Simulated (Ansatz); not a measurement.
We consider chalcopyrite CuInS₂, described by dielectric-dependent PBE hybrid (plane waves, PAW; Ansatz, an electronic-structure program).

Numerical settings: plane-wave cutoff 460 eV, 6×6×6 k mesh, Fermi–Dirac smearing 0.01 eV, no spin polarisation, scalar-relativistic PAW data made under PBE.

Cell (measured lattice):

```xyz
8
Lattice="-2.7614 2.7614 5.5665 2.7614 -2.7614 5.5665 2.7614 2.7614 -5.5665" Properties=species:S:1:pos:R:3 pbc="T T T"
In     0.0000     0.0000     5.5665
In     2.7614     0.0000     2.7832
Cu     0.0000     0.0000     0.0000
Cu     0.0000     2.7614     2.7832
S      1.4941     1.3807     6.9581
S      4.1421     1.2673    -1.3916
S      1.2673     1.3807     1.3916
S     -1.3807     1.4941     4.1749
```

Question: Estimate the band gap that the calculation returns.

Answer: 
- band gap = 0.76 eV (on the SCF k mesh)

Measured, for comparison: band gap 1.55 eV (temperature not stated, no zero-point or thermal correction, direct or pseudo-direct at Γ; as tabulated in Ghosh et al. (2024), arXiv:2401.16805).

Note: cell and atoms aren't relaxed at this level (largest force component 0.37 eV/Å, pressure 1.9 GPa).

Spin–orbit coupling is not included.

It cost around 40 core-minutes (rough) of CPU time.
